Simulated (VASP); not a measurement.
**TiSi: single point with PBEsol**

Crystal: TiSi.

```
Ti Si
1.0
     1.81618   -2.11762    0.00000
     1.81618    2.11762    0.00000
     0.00000    0.00000    3.80393
Ti Si
1 1
Direct
  0.49956 0.50879 0.99349
  0.00715 0.00415 0.48948
```

The cell comes from a database or a generator and needn't be the stable form of this composition.

The cell isn't the ideal one: atoms moved at random, drawn with an rms of 0.05 Å.

```
Program             : VASP 6.6.1
Task                : single point
Functional          : PBEsol
Potentials or basis : VASP PAW PBE potentials, release 64 (Ti_sv, Si)
Cutoff              : 520 eV
k mesh              : 10 × 10 × 7
Occupations         : fermi-dirac, width 0.05 eV
Spin                : no spin polarisation
```

- Pressure: -4.2 GPa
- Largest force: 0.130 eV/Å
- Band gap on the k mesh: none (metal or under the smearing width)

Forces on the atoms (eV/Å):
```
Ti   0.032 -0.025 -0.124
Si  -0.032  0.025  0.124
```

Stress tensor (GPa, compression positive):
```
-4.66  0.00 -0.01
 0.00 -4.35  0.03
-0.01  0.03 -3.68
```

Levels at points of the mesh, in eV from the Fermi level:
| k point | band 6 | band 7 | band 8 | band 9 | band 10 | band 11 |
| --- | --- | --- | --- | --- | --- | --- |
| (0.00, 0.00, 0.00) | -2.38 | -1.60 | -1.08 | 1.70 | 2.36 | 2.93 |
| (0.50, 0.00, 0.00) | -6.28 | -2.80 | -0.80 | 1.68 | 2.36 | 4.29 |
| (0.00, 0.50, 0.00) | -6.28 | -2.81 | -0.80 | 1.68 | 2.36 | 4.29 |
| (0.50, 0.50, 0.00) | -3.70 | -1.46 | -1.24 | -0.83 | -0.27 | 2.89 |

Run time: 2.5 min on 1 thread of Intel(R) Xeon(R) Platinum 8175M CPU @ 2.50GHz (Skylake/Cascade Lake), with other jobs on the host, peak memory 0.27 GiB.

Caveat: the PAW data sets were made with another functional, which shifts forces and pressure a little.
